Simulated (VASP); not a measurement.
# Be2C: band structure with PBEsol

The system is Be2C.

```
C Be
1.0
     0.00000    2.16500    2.16500
     2.16500    0.00000    2.16500
     2.16500    2.16500    0.00000
C Be
1 2
Direct
  0.00000 0.00000 0.00000
  0.75000 0.75000 0.75000
  0.25000 0.25000 0.25000
```

```json
{"Program": "VASP 6.6.1", "Task": "band structure", "Functional": "PBEsol", "Potentials or basis": "VASP PAW PBE potentials, release 64 (C, Be)", "Cutoff": "520 eV", "k mesh": "12 × 12 × 12", "Occupations": "gaussian, width 0.02 eV", "Spin": "no spin polarisation", "Ladder": "free", "Further INCAR settings": "ALGO = Normal; EDIFF = 1e-06; NBANDS = 11"}
```

The pressure is -2.0 GPa and the band gap on the k mesh is 1.06 eV, indirect (least direct gap 4.08 eV). The band gap along the path is 1.06 eV, indirect (least direct gap 4.08 eV).

Levels at the corners of the path, in eV from the valence-band top:
| point | band 2 | band 3 | band 4 | band 5 | band 6 | band 7 |
| --- | --- | --- | --- | --- | --- | --- |
| Γ | 0.00 | 0.00 | 0.00 | 4.08 | 4.08 | 4.08 |
| X | -6.78 | -4.75 | -4.75 | 1.06 | 5.72 | 13.20 |
| X | -6.78 | -4.75 | -4.75 | 1.06 | 5.72 | 13.20 |
| W | -6.31 | -5.92 | -5.92 | 5.63 | 8.09 | 9.51 |
| W | -6.31 | -5.92 | -5.92 | 5.63 | 8.09 | 9.51 |
| K | -6.89 | -6.30 | -4.01 | 3.22 | 8.27 | 11.50 |
| K | -6.89 | -6.30 | -4.01 | 3.22 | 8.27 | 11.50 |
| Γ | 0.00 | 0.00 | 0.00 | 4.08 | 4.08 | 4.08 |
| Γ | 0.00 | 0.00 | 0.00 | 4.08 | 4.08 | 4.08 |
| L | -8.77 | -1.84 | -1.84 | 4.94 | 4.94 | 7.01 |
| L | -8.77 | -1.84 | -1.84 | 4.94 | 4.94 | 7.01 |
| U | -6.89 | -6.30 | -4.01 | 3.22 | 8.27 | 11.50 |
| U | -6.89 | -6.30 | -4.01 | 3.22 | 8.27 | 11.50 |
| W | -6.31 | -5.92 | -5.92 | 5.63 | 8.09 | 9.51 |
| W | -6.31 | -5.92 | -5.92 | 5.63 | 8.09 | 9.51 |
| L | -8.77 | -1.84 | -1.84 | 4.94 | 4.94 | 7.01 |
| L | -8.77 | -1.84 | -1.84 | 4.94 | 4.94 | 7.01 |
| K | -6.89 | -6.30 | -4.01 | 3.22 | 8.27 | 11.50 |
| U | -6.89 | -6.30 | -4.01 | 3.22 | 8.27 | 11.50 |
| X | -6.78 | -4.75 | -4.75 | 1.06 | 5.72 | 13.20 |

It took 20 s on 1 thread of Intel(R) Xeon(R) Platinum 8488C (Sapphire Rapids), on a shared host, peak memory 0.15 GiB.

Caveat: the PAW data sets were made with another functional, which shifts forces and pressure a little. A hybrid or GW would open this gap; PBEsol tends to underestimate it.
